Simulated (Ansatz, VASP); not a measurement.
## One calculation of CdF2, two programs

```
Cd F
1.0
     0.00000    2.69400    2.66706
     2.69400    0.00000    2.66706
     2.69400    2.69400    0.00000
Cd F
1 2
Direct
  0.00000 0.00000 0.00000
  0.25000 0.25000 0.25000
  0.75000 0.75000 0.75000
```

Change from the starting cell: zz strain of -1 %.

Alike in both runs: task single point; functional LDA; k mesh 8 × 8 × 8; occupations fermi-dirac, width 0.02 eV; no spin polarisation.

```csv
,VASP,Ansatz
version,VASP 6.6.1,Ansatz 0.2.0
potentials or method,"VASP PAW LDA potentials, release 64 (Cd, F), cutoff 520 eV","all-electron LAPW, scalar-relativistic"
```

|  | VASP | Ansatz | Ansatz less VASP |
| --- | --- | --- | --- |
| gap on the k mesh at the Fermi level (eV) | 2.83 | 2.83 | -0.001 |
| pressure (GPa) | -3.7 | -4.7 | -1.00 |
| largest component of the traceless stress (GPa) | 0.75 | 0.76 | +0.011 |

Ansatz ran all-electron here, so the differences hold the error of VASP's frozen core and of both bases.

A k mesh can miss the band edges.
